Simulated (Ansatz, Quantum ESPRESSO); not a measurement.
# 2H-MoTe2, 1 layer, rectangular cell: the energy at a withheld member of a series

Method. Quantum ESPRESSO 7.5, PBE, GBRV ultrasoft. Cell and atoms are first relaxed; each strained cell is then held, the other axis too, and the atoms relax in it. A periodic run with 15 Å of vacuum in the starting cell gives the vacuum levels, and bands follow along a path. The series steps strain along the first axis. Energies count from the lowest.

```
strain along the first axis  energy (eV)
                       -4 %       0.1022
                       -3 %       0.0559
                       -2 %       0.0243
                       -1 %       0.0061
                        0 %       0.0000
                        1 %       0.0053
                        2 %       0.0210
                        3 %       0.0460
```

To predict: What is the energy at 4 %?

**Worked estimate.** The rows at 2 % and 3 % give a slope of (0.0460 − (0.0210))/(3 − (2)) = 0.025, so a straight line gives 0.0710 eV. A parabola through these and the row at 1 % gives 0.0803 eV.

**Check.** 0.0798 eV. The line misses by −0.0088 and the parabola by +0.0005 eV. The parabola does better.

**Limits.** Semilocal gaps are too small; the 1×1 cell can't ripple over many cells under compression as a free sheet would. No spin-orbit coupling.

[Logs are printed without paths, hosts, clocks, repeated set-up lines and the standing remarks that a program may print on its own settings, such as how far it seeks lower states.]
